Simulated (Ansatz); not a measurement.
Runs of Ansatz 0.2.0 on SnO. Symmetry: P4/nmm, No. 129, tetragonal system. The conventional cell has a = 3.814 Å, b = 3.814 Å, c = 4.887 Å, α = 90.00°, β = 90.00°, γ = 90.00°. Sn (site symmetry 4mm) is surrounded by 4 O at 2.23 Å. Around O (site symmetry -4m2) lie 4 Sn at 2.23 Å. The cell is a database's computed one.

```tsv
potentials or basis	cutoff (eV)	gap on the mesh (eV)	pressure (GPa)	relaxed volume (Å³/atom)
Ansatz NC	1240	0.72	0.0	18.97
PseudoDojo stringent (PBE files)	1388	0.72	0.0	18.97
PseudoDojo standard (PBE files)	1143	0.71	0.0	18.91
Ansatz PAW earlier set	930	0.71	0.0	(a)
Ansatz PAW	420	0.71	0.0	18.95
```

Alike in all rows: task relaxation of cell and atoms; level PBE; no spin polarisation; cell relaxed; k mesh 7 × 7 × 6; smearing fermi-dirac 0.05 eV.

**Question.** Fill in the values left out.

**Answer.** (a) 18.94.

Caveats: odd divisions of the mesh miss points on the zone boundary, where band edges often lie, so the gap on the mesh can be too wide; the plane-wave basis is chosen anew once the cell has moved, so the energies of steps on either side of that aren't comparable; spin-orbit coupling is left out, which moves the levels of the heavy elements.

A k mesh can miss the band edges, and the runs leave out spin-orbit coupling on Sn.

The runs don't all hold the same shells in valence.
